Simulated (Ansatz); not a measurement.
The computed numbers are results of r²SCAN, scalar-relativistic (no spin polarisation) in the plane-wave PAW code Ansatz at 500 eV, 6×6×4 k-mesh, Gaussian smearing of 0.05 eV. The datasets are Ansatz's generated set soft_2.

A compound XS has these computed properties.

```json
{
 "Space group": "P6_3mc (No. 186)",
 "Conventional cell": "a = 4.165 Å, b = 4.165 Å, c = 6.763 Å, α = 90.00°, β = 90.00°, γ = 120.00°",
 "Volume": "25.40 Å³/atom",
 "Band gap": "1.63 eV",
 "Smallest direct gap": "1.63 eV",
 "Bader charges": "X 0.95; S -0.95 e",
 "Formation energy from the elements (0 K, uncorrected)": "-0.81 eV/atom"
}
```

Sites: X on 2b, S on 2b.

Q: Which element is X?
A. Sn
B. Cd
C. Pd
D. Ag

A: B. X is Cd, so the compound is CdS.

The chain of runs began from a cell as deposited in COD, expanded in volume.

Kohn–Sham gaps of semilocal functionals lie under measured ones, often by a third or more.
